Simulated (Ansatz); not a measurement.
Crystal: MoS2.

```
CELL_PARAMETERS angstrom
3.22746 0.00000 0.00000
-1.61373 2.79507 0.00000
0.00000 0.00000 6.31247
ATOMIC_POSITIONS crystal
Mo 0.00000 0.00000 0.50000
S 0.66667 0.33333 0.74468
S 0.33333 0.66667 0.25532
```

Measurements of this composition are mostly on another form, of space group No. 194.

| Item | Value |
| --- | --- |
| Program | Ansatz 0.2.0 |
| Task | relaxation of cell and atoms |
| Functional | PBE |
| Potentials or basis | Ansatz PAW |
| Cutoff | 420 eV (not typed: the program's choice for these potentials) |
| k mesh | 9 × 9 × 4 |
| Occupations | fermi-dirac, width 0.05 eV |
| Spin | no spin polarisation |

At the start: volume 18.98 Å³/atom.

Q: How do energy, volume and symmetry change on relaxing?

A: It ends after 11 steps and the volume is 20.44 Å³/atom (+7.7 %); space group P-3m1 (No. 164, to 0.05 Å).

The path:
| step | energy change (eV) | largest force (eV/Å) | volume (Å³) |
| --- | --- | --- | --- |
| 1 | 0.0000 | 0.2836 | 56.94 |
| 2 | -0.0086 | 0.1337 | 56.26 |
| 3 | -0.0136 | 0.0273 | 57.46 |
| 4 | -0.0160 | 0.0292 | 58.58 |
| 5 | -0.0173 | 0.0239 | 59.80 |
| 6 | -0.0175 | 0.0008 | 60.15 |
| 7 | -0.0175 | 0.0032 | 60.49 |
| 8 | -0.0182 | 0.0032 | 60.49 |
| 9 | -0.0182 | 0.0034 | 61.02 |
| 10 | -0.0182 | 0.0033 | 61.32 |
| 11 | -0.0183 | 0.0033 | 61.32 |

Final structure:
```xyz
3
Lattice="3.1923 0.0000 0.0000 -1.5962 2.7646 0.0000 0.0000 0.0000 6.9486" Properties=species:S:1:pos:R:3 pbc="T T T"
Mo    0.0000    0.0000    3.4743
S     1.5962    0.9215    5.0578
S     0.0000    1.8431    1.8908
```

Caveat: the plane-wave basis is chosen anew once the cell has moved, so the energies of steps on either side of that aren't comparable; this functional lacks dispersion, which binds the layers, so the pressure and a relaxed spacing across them are unreliable.
